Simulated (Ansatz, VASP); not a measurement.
## HfN in VASP and in Ansatz

```xyz
4
Lattice="3.1339 0.0000 0.0000 -1.5670 2.7140 0.0000 0.0000 0.0000 5.4168" Properties=species:S:1:pos:R:3 pbc="T T T"
Hf    1.5670    0.9047    4.0626
Hf    0.0000    1.8094    1.3542
N     0.0000    0.0000    0.0000
N     0.0000    0.0000    2.7084
```

The cell comes from a database or a generator and needn't be the stable form of this composition.

Alike in both runs: task single point; functional BLYP; k mesh 7 × 7 × 4; occupations fermi-dirac, width 0.1 eV; no spin polarisation.

|  | VASP | Ansatz |
| --- | --- | --- |
| version | VASP 6.6.1 | Ansatz 0.2.0 |
| potentials or method | VASP PAW PBE potentials, release 64 (Hf_pv, N) | plane waves, norm-conserving potentials |
| plane-wave cutoff (eV) | 520 | 1240 |
| valence electrons in the cell | 30 | 34 |

|  | VASP | Ansatz | Ansatz less VASP |
| --- | --- | --- | --- |
| pressure (GPa) | 13.4 | 14.1 | +0.65 |
| largest component of the traceless stress (GPa) | 1.34 | 1.44 | +0.099 |

The two sets of potentials don't hold the same shells in valence. Ansatz warned: «stress_scf_threshold_loose».

Caveats: the PAW data sets were made with another functional, which shifts forces and pressure a little (VASP). Spin-orbit coupling is left out, which matters for the levels of Hf.
